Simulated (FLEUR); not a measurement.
## GaAs under changes of volume

One of the cells (22.590 Å³/atom); the others are scaled copies at fixed shape and fractional positions:

```xyz
2
Lattice="0.0000 2.8268 2.8268 2.8268 0.0000 2.8268 2.8268 2.8268 0.0000" Properties=species:S:1:pos:R:3 pbc="T T T"
As    4.2403    4.2403    4.2403
Ga    0.0000    0.0000    0.0000
```

```yaml
Program: FLEUR MaX-R8.1 (later development tree)
Functional: r2SCAN
Potentials_or_basis: all-electron
Basis: FLAPW
Kmax: 4.71 1/bohr
k_mesh: 8 × 8 × 8
Occupations: fermi-dirac, width 0.05 eV
Spin: no spin polarisation
```

```tsv
volume (Å³/atom)	energy over the lowest point (meV/atom)	gap on the mesh (eV)
21.234	?	?
21.686	12.40	1.34
22.590	0.00	1.01
23.493	4.58	0.70
23.945	12.31	0.54
```

What does the run at 21.234 Å³/atom give?

Energy over the lowest point 26.15 meV/atom; gap on the mesh 1.52 eV.

Worked out: A Birch-Murnaghan fit of order 2 (a polynomial in V^(-2/3)) to the other rows has its minimum at 22.77 Å³/atom with B0 = V·E''(V) = 73 GPa. It gives 26.14 meV/atom at 21.234 Å³/atom, against the run's 26.15. A straight line through the other rows of the gap, of slope -8.05 eV per unit of ln V (its deformation potential), extrapolates to 1.51 eV, against the run's 1.52.

Energies are extrapolated to zero smearing.

Caveats: the meta-GGA is that of a development version, with a GGA for the radial functions and cores and without core tails.

A mesh can miss the band edges. Spin-orbit coupling on As, Ga is left out.
